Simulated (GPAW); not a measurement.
# Cr (P-1) in GPAW: single point with PBE

Aim: the single point of Cr with PBE.

All numbers are computed with GPAW 26.7.0; they aren't measurements. Logs are shortened: lines on timing, memory, paths and dates and some standing lists are left out, and cuts for length are marked. The log counts tension as positive stress, the text compression.

### Step 1. The cell of the first run

The typed cell holds 2 atoms: a = 2.721 Å, b = 2.721 Å, c = 4.064 Å, α = 90.00°, β = 90.00°, γ = 130.13°.

This isn't the form of Cr at room conditions, which is bcc.

### Step 2. Single point, PBE, collinear spin, ferromagnetic start (atoms moved at random, drawn with an rms of 0.05 Å)

run.py

```python
from ase import Atoms
from ase.dft.bandgap import bandgap
from ase.io import write
from ase.units import GPa
from gpaw import GPAW, PW

atoms = Atoms(['Cr', 'Cr'],
              cell=[[1.147050505, -2.46702512, 0.0],
                    [1.147050505, 2.46702512, 0.0],
                    [0.0, 0.0, 4.06431074]],
              scaled_positions=[[0.880244, 0.137988, 0.740745],
                                [0.090136, 0.849559, 0.257121]],
              pbc=True)
atoms.set_initial_magnetic_moments([3.0, 3.0])

calc = GPAW(mode=PW(600),
            xc='PBE',
            kpts={'size': (13, 13, 7), 'gamma': True},
            occupations={'name': 'fermi-dirac', 'width': 0.05},
            nbands=17,
            convergence={'density': 1e-05, 'energy': 1e-05},
            maxiter=150,
            txt='gpaw.txt')
atoms.calc = calc
energy = atoms.get_potential_energy()
forces = atoms.get_forces()
stress = atoms.get_stress()
calc.write('gs.gpw')
write('result.traj', atoms)
print(f'Energy: {energy:.6f} eV')
print('Forces (eV/A):')
print(forces.round(4))
print('Stress (GPa):', (stress / GPa).round(3))
print('Moments:', calc.get_magnetic_moments().round(3))
print('Fermi level:', round(calc.get_fermi_level(), 4), 'eV')
print(f'Gap: {bandgap(calc)[0]:.4f} eV, direct: {bandgap(calc, direct=True)[0]:.4f} eV')
```

Potentials or basis: GPAW PAW data sets (gpaw-data 1.2.1), pw.

The run is started by

```sh
> OMP_NUM_THREADS=1 python run.py
```

gpaw.txt:

```text
__  _  _
 | _ |_)|_||  |
 |__||  | ||/\| - 26.7.0

Input parameters:
  mode=PW(ecut=600.0),
  convergence={'density': 1e-05, 'energy': 1e-05},
  kpts=MonkhorstPack(size=(13, 13, 7), gamma=True),
  maxiter=150,
  nbands=17,
  occupations=Occupations(name='fermi-dirac', width=0.05),
  xc=XC(name='PBE')

Diagonalizing LCAO Hamiltonian
Converting LCAO to pw mode

       Cr Cr

Atoms  # Å, Bohr magnetons
|   | symbol |        x |         y |        z |    initial magnetic moments |
|---|--------|----------|-----------|----------|-----------------------------|
| 0 |     Cr | 1.167964 | -1.831164 | 3.010618 | ( 0.0000,  0.0000,  3.0000) |
| 1 |     Cr | 1.077878 |  1.873516 | 1.045020 | ( 0.0000,  0.0000,  3.0000) |

Unit cell  # Å
| periodic |        x |         y |        z |  lengths |     angles |
|----------|----------|-----------|----------|----------|------------|
|      yes | 1.147051 | -2.467025 | 0.000000 | 2.720650 |  90.000000 |
|      yes | 1.147051 |  2.467025 | 0.000000 | 2.720650 |  90.000000 |
|      yes | 0.000000 |  0.000000 | 4.064311 | 4.064311 | 130.127582 |

Number of symmetries: 1
Symmetry operations  # r_c * U_cc + t_c -> r_c
|   | kind |            matrix            |
|---|------|------------------------------|
| 0 |  E   |  1, 0, 0,  0, 1, 0,  0, 0, 1 |

BZ-sampling:
  Number of BZ points: 1183
  Number of IBZ points: 592

  Monkhorst-Pack size: [13, 13, 7]
  Monkhorst-Pack shift: [0, 0, 0]

K-points  # in reciprocal-cell coordinates
|     |                                coordinates |     weight |
|-----|--------------------------------------------|------------|
|   0 | (  0.00000000,   0.00000000,   0.00000000) | 0.00084531 |
|   1 | (  0.00000000,   0.00000000,   0.14285714) | 0.00169062 |
|   2 | (  0.00000000,   0.00000000,   0.28571429) | 0.00169062 |
|   3 | (  0.00000000,   0.00000000,   0.42857143) | 0.00169062 |
|   4 | (  0.00000000,   0.07692308,  -0.42857143) | 0.00169062 |
|   5 | (  0.00000000,   0.07692308,  -0.28571429) | 0.00169062 |
|   6 | (  0.00000000,   0.07692308,  -0.14285714) | 0.00169062 |
|   7 | (  0.00000000,   0.07692308,   0.00000000) | 0.00169062 |
|   8 | (  0.00000000,   0.07692308,   0.14285714) | 0.00169062 |
|   9 | (  0.00000000,   0.07692308,   0.28571429) | 0.00169062 |
| ... |                                            |            |
| 591 | (  0.46153846,   0.46153846,   0.42857143) | 0.00169062 |

Plane wave coefficients: 786
Cutoff: 600.0 eV

Spin-components: 2 (collinear spins)
Bands:           17
Projectors:      12
Spin-degeneracy: 1
Datatype:        complex128

Parallelization:
  kpt:    1
  domain: 1
  band:   1

Density:
  Valence electrons: 12.0
  Components: 2
  Grid points: [16 16 24]
  Charge: 0.0  # |e|

Potential:
  Grid points: [16 16 24]

species:
  Cr:
    name:    Chromium
    Z:       24.0
    valence: 6
    core:    18
    charge:  0.0  # [|e|]
    compensation charges:
      type: gauss
      rc: 0.35  # [Å]
      lmax: 2
    cutoffs:
      filter: 2.14  # [Å]
      core: 3.04  # [Å]
    projectors
    | kind |    occ | energy [eV] | rcut [Å] |
    |------|--------|-------------|----------|
    |   4s |  1.000 |      -4.007 |    1.164 |
    |   4p |  0.000 |      -0.989 |    1.217 |
    |   3d |  5.000 |      -2.913 |    1.111 |
    |    s |        |      23.205 |    1.164 |
    |    p |        |      26.223 |    1.217 |
    |    d |        |      24.299 |    1.111 |

    Using partial waves for Cr as LCAO basis

Reference energy: -57164.754899  # eV

eigensolver:
  PPCG
  Converge bands: occupied
  niter=2

density mixing:
  MSR1-Mixer
  Pratt-step length: 0.05
  Maximum mixing coefficient: 0.75
  Old densities: 10
  SVD Regularization: 0.005
  Good broyden scale: 1.0
  Trust region scale: 1.0
  Backstep threshold: 4.0
  History deletion threshold: 6.0
  Fourier metric: weight=20.0, sigma=0.015

occupation numbers:
  Fermi-Dirac:
    width: 0.0500  # eV

poisson solver:
  ecut: 4800.0  # eV

xc functional:
  name: PBE with 2 nearest neighbor stencil

convergence criteria:
- Maximum integral of absolute [dens]ity change: 1e-05 electrons / valence electron
- Maximum [total energy] change in last 3 cyles: 1e-05 eV / valence electron
- Maximum integral of absolute [eigenst]ate change: 4e-08 eV^2 / valence electron
maximum number of iterations: 150

SCF iterations
|iter     | |      energy | eigst |  dens |  magmom |
|---------|-|-------------|-------|-------|---------|
|iter:   1| |  -16.585185 | +0.02 |       |  +5.9956|
|iter:   2| |  -16.649509 | -1.79 | -0.46 |  +5.8300|
|iter:   3| |  -17.977403 | -0.72 | -0.48 |  +2.6955|
|iter:   4| |  -18.088749 | -0.59 | -0.77 |  +1.6587|
|iter:   5| |  -18.118413 | -1.27 | -1.00 |  +0.3843|
|iter:   6| |  -18.291659 | -1.89 | -1.33 |  +0.2653|
|iter:   7| |  -18.118710 | -2.05 | -0.95 |  -0.0576|
|iter:   8| |  -18.129412 | -2.56 | -1.64 |  -0.0480|
|iter:   9| |  -18.130463 | -3.59 | -2.15 |  -0.0258|
|iter:  10| |  -18.130658 | -4.29 | -2.53 |  -0.0019|
|iter:  11| |  -18.130676 | -5.18 | -3.02 |  +0.0006|
|iter:  12| |  -18.130679c| -6.00 | -3.60 |  +0.0011|
|iter:  13| |  -18.130680c| -6.81 | -4.11 |  +0.0006|
|iter:  14| |  -18.130680c| -7.40c| -4.41 |  +0.0001|
|iter:  15| |  -18.130680c| -7.67c| -4.89 |  +0.0000|
|iter:  16| |  -18.130680c| -8.10c| -5.35c|  +0.0000|

Converged in 16 steps
Energy contributions relative to reference atoms: (reference = -57164.754899)

Energy contributions:
  Kinetic:         -23.750701
  Coulomb:          13.330451
  Zero:              0.430629
  External:          0.000000
  Xc:               -8.130228
  Entropy:          -0.021663
  Spinorbit:         0.000000
  ----------------------------
  Free energy:     -18.141511
  Extrapolated:    -18.130680

dipole moment: (-0.278241, 0.250676, -0.030340)  # |e|*Ang

Total magnetic moment: (0.000000, 0.000000, 0.000005)

Local magnetic moments
|        x |        y |         z |
|----------|----------|-----------|
| 0.000000 | 0.000000 |  0.000036 |  # Cr   0
| 0.000000 | 0.000000 | -0.000025 |  # Cr   1

Fermi level: 11.315
Eigenvalues  # (at kpt = [0.000, 0.000, 0.000])
| band index |      eig [eV] | occ [0-1] |      eig [eV] | occ [0-1] |
|------------|---------------|-----------|---------------|-----------|
|          0 |         3.582 |     1.000 |         3.582 |     1.000 |
|          1 |         7.065 |     1.000 |         7.065 |     1.000 |
|          2 |         9.203 |     1.000 |         9.203 |     1.000 |
|          3 |         9.330 |     1.000 |         9.330 |     1.000 |
|          4 |        10.430 |     1.000 |        10.430 |     1.000 |
|          5 |        11.453 |     0.059 |        11.453 |     0.059 |
|          6 |        12.300 |     0.000 |        12.300 |     0.000 |
|          7 |        12.306 |     0.000 |        12.306 |     0.000 |
|          8 |        12.457 |     0.000 |        12.457 |     0.000 |
|          9 |        13.022 |     0.000 |        13.022 |     0.000 |
|         10 |        13.109 |     0.000 |        13.109 |     0.000 |
|         11 |        13.920 |     0.000 |        13.921 |     0.000 |
|         12 |        21.085 |     0.000 |        21.085 |     0.000 |
|        ... |               |           |               |           |
|         16 |        21.665 |     0.000 |        21.671 |     0.000 |

No gap
No difference between direct/indirect transitions

Forces  # eV/Ang
|        x |        y |        z |
|----------|----------|----------|
|  0.48680 |  0.22933 |  0.63714 |  # Cr   0
| -0.48680 | -0.22932 | -0.63715 |  # Cr   1

Stress tensor  # eV/Ang^3
|         x |         y |         z |
|-----------|-----------|-----------|
| -0.040743 | -0.026215 | -0.006288 |
| -0.026215 | -0.022217 |  0.004325 |
| -0.006288 |  0.004325 | -0.057158 |

# Writing to gs.gpw (mode='')
```

It took 4.8 min on 1 thread of Intel Xeon at 2.60GHz (Ice Lake), shared host; peak memory 0.49 GiB.

Results:

```yaml
Free_energy: -18.1415 eV
Pressure: 6.4 GPa
Largest_force: 0.834 eV/Å
Band_gap_on_the_k_mesh: none (metal or under the smearing width)
Net_moment: 0.00 μB per cell
```

Forces in eV/Å, atoms in the order of the input:
```
Cr   0.487  0.229  0.637
Cr  -0.487 -0.229 -0.637
```

Caveat: the starting moments collapsed, and a magnetic state may lie lower.
